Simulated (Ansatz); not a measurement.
ZnCu under strains and displacements

Theory: Ansatz 0.2.0, DFT PBE, scalar-relativistic, plane waves, PAW.

Cutoff 420 eV; k points 14×14×14 on the computed 2-atom cell (Γ-centred); Gaussian smearing, width 0.10 eV; no spin polarisation.

Reference cell:

```yaml
crystal:
  lattice:
    - [2.94500, 0.00000, 0.00000]
    - [0.00000, 2.94500, 0.00000]
    - [0.00000, 0.00000, 2.94500]
  atoms:
    - { symbol: Zn, position: [0.50000, 0.50000, 0.50000] }
    - { symbol: Cu, position: [0.00000, 0.00000, 0.00000] }
```

Each variant moves atoms of this cell by the vectors given, if any (Å), and then applies a symmetric strain (tensor components, Cartesian axes). The reference cell isn't relaxed at this level. Energies are per atom at zero smearing, counted from the lowest variant. Pressure is positive in compression.

1. strain (xx yy zz yz xz xy, %) -3.43 -3.43 -3.43 0.00 0.00 0.00
2. strain (xx yy zz yz xz xy, %) 1.45 1.45 1.45 0.00 0.00 0.00
3. strain (xx yy zz yz xz xy, %) -2.57 -2.57 -2.57 0.00 0.00 0.00

| result | ΔE (meV/atom) | P (GPa) |
| --- | --- | --- |
| A | 0.0 | -2.67 |
| B | 77.9 | 19.34 |
| C | 45.5 | 14.21 |

(1) Which variant gave which result?

Results:

(1) A is 2, B is 1, C is 3. The pressure falls as the cell grows: from the smallest volume to the largest the variants are 1, 3, 2.